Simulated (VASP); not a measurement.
Input of a VASP 6.6.1 run:

File POSCAR:

```
Se
1.0
    2.8105630200      0.0000000000      0.0000000000
    0.0000000000      2.8105630200      0.0000000000
    0.0000000000      0.0000000000      2.8105630200
Se
1
Direct
    0.0000000000      0.0000000000      0.0000000000
```

Contents of INCAR.step1:

```
SYSTEM = Se
  PREC = Accurate
  ENCUT = 600
  EDIFF = 1E-8
  ISMEAR = 0
  SIGMA = 0.05
  LREAL = .False.
  LASPH = .True.
  NELM = 60
  ALGO = Normal
  ISIF = 3
  LWAVE = .False.
  LCHARG = .False.
  METAGGA = R2SCAN
  LMIXTAU = .True.
  IBRION = 2
  NSW = 40
  EDIFFG = -0.002
```

INCAR.step2

```
SYSTEM = Se
  PREC = Accurate
  ENCUT = 600
  EDIFF = 1E-8
  ISMEAR = 0
  SIGMA = 0.05
  LREAL = .False.
  LASPH = .True.
  NELM = 60
  ALGO = Normal
  ISIF = 2
  LWAVE = .False.
  LCHARG = .False.
  METAGGA = R2SCAN
  LMIXTAU = .True.
  IBRION = 6
  NFREE = 2
  POTIM = 0.015
  NSW = 1
```

The input KPOINTS:

```
regular mesh
0
Gamma
  7 7 7
  0 0 0
```

Potentials or basis: VASP PAW PBE potentials, release 64 (Se).

Run with:

```bash
$ cat potpaw_PBE.64/Se/POTCAR > POTCAR
$ cp INCAR.step1 INCAR
$ mpirun -np 1 vasp_std > vasp.out
$ cp CONTCAR POSCAR
$ cp INCAR.step2 INCAR
$ mpirun -np 1 vasp_std > vasp.out
```

(1) What does it give for the relaxed cell?

(2) Estimate the space group after relaxing (to 0.05 Å).

(3) What does it give for the relaxed volume?

Results:

(1) a = 2.808 Å, b = 2.808 Å, c = 2.808 Å, α = 90.00°, β = 90.00°, γ = 90.00°.

(2) Pm-3m (No. 221).

(3) 22.14 Å³/atom.

Caveat: the PAW data sets were made with another functional, which shifts forces and pressure a little.
